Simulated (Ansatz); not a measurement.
The system is SnO2.

```
CELL_PARAMETERS angstrom
5.17526 0.00000 0.00000
0.00000 5.17526 0.00000
0.00000 0.00000 5.17526
ATOMIC_POSITIONS crystal
Sn 0.00000 0.00000 0.00000
Sn 0.50000 0.00000 0.50000
Sn 0.50000 0.50000 0.00000
Sn 0.00000 0.50000 0.50000
O 0.66110 0.83890 0.16110
O 0.83890 0.16110 0.66110
O 0.16110 0.66110 0.83890
O 0.33890 0.33890 0.33890
O 0.66110 0.66110 0.66110
O 0.83890 0.33890 0.16110
O 0.16110 0.83890 0.33890
O 0.33890 0.16110 0.83890
```

Measurements of this composition are mostly on another form, of space group No. 136.

```yaml
Program: Ansatz 0.2.0
Task: relaxation of cell and atoms
Functional: LDA
Potentials_or_basis: Ansatz PAW
Cutoff: "420 eV (not typed: the program's choice for these potentials)"
k_mesh: 5 × 5 × 5
Occupations: fermi-dirac, width 0.05 eV
Spin: no spin polarisation
```

At the start: volume 11.55 Å³/atom.

Problem. How do energy, volume and symmetry change on relaxing?

Solution. It ends after 7 steps and the volume is 10.85 Å³/atom (-6.1 %); space group Pa-3 (No. 205, to 0.05 Å).

The path:
```csv
step,energy change (eV),largest force (eV/Å),volume (Å³)
1,0.0000,0.0406,138.61
2,-0.3982,0.0089,129.82
3,-0.3951,0.0003,130.53
4,-0.3957,0.0002,130.45
5,-0.3483,0.0012,130.45
6,-0.3510,0.0001,130.17
7,-0.3477,0.0001,130.17
```

Final structure:
```
Sn O
1.0
     5.06796    0.00000    0.00000
     0.00000    5.06796    0.00000
     0.00000    0.00000    5.06796
Sn O
4 8
Direct
  0.00000 0.00000 0.00000
  0.50000 0.00000 0.50000
  0.50000 0.50000 0.00000
  0.00000 0.50000 0.50000
  0.66034 0.83966 0.16034
  0.83966 0.16034 0.66034
  0.16034 0.66034 0.83966
  0.33966 0.33966 0.33966
  0.66034 0.66034 0.66034
  0.83966 0.33966 0.16034
  0.16034 0.83966 0.33966
  0.33966 0.16034 0.83966
```

Caveat: the plane-wave basis is chosen anew once the cell has moved, so the energies of steps on either side of that aren't comparable; the pressure holds a Pulay correction of +1.3 GPa for the finite cutoff; the PAW data sets come from PBE, with cores solved anew for the run's functional, which leaves a small shift of forces and pressure.
